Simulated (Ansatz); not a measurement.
Runs of Ansatz 0.2.0 on KCl (Sylvite). It takes space group Fm-3m (No. 225, cubic). Conventional cell: a = 6.293 Å, b = 6.293 Å, c = 6.293 Å, α = 90.00°, β = 90.00°, γ = 90.00°. K (site symmetry m-3m) is surrounded by 6 Cl at 3.15 Å. Around Cl (site symmetry m-3m) lie 6 K at 3.15 Å. 

| task | level | spin | cell | cutoff (eV) | smearing | gap on the mesh (eV) | pressure (GPa) | moment (μB) |
| --- | --- | --- | --- | --- | --- | --- | --- | --- |
| single point | BLYP+D3(BJ) | collinear, ferromagnetic start | as given | 139 | gaussian 0.1 eV | 5.18 | (a) | 0.00 |
| single point | PBEsol | off | as given | 140 | gaussian 0.1 eV | 5.03 | -0.4 | - |
| relaxation of cell and atoms | RPBE | collinear, program default start | relaxed | - | gaussian 0.1 eV | 5.08 | 0.0 | 0.00 |
| single point | RPBE | off | as given | 138 | gaussian 0.1 eV | (b) | 2.4 | - |

Alike in all rows: potentials or basis all-electron LAPW, scalar-relativistic; k mesh 7 × 7 × 7; basis error allowed 0.001 eV/atom.

**Question.** Fill in the values left out.

**Answer.** (a) -0.7; (b) 5.54.

Caveats: an odd mesh through Γ misses points on the zone boundary, where band edges often lie; the starting moments weren't kept (some runs).

Runs at the PBE level aren't shown here.
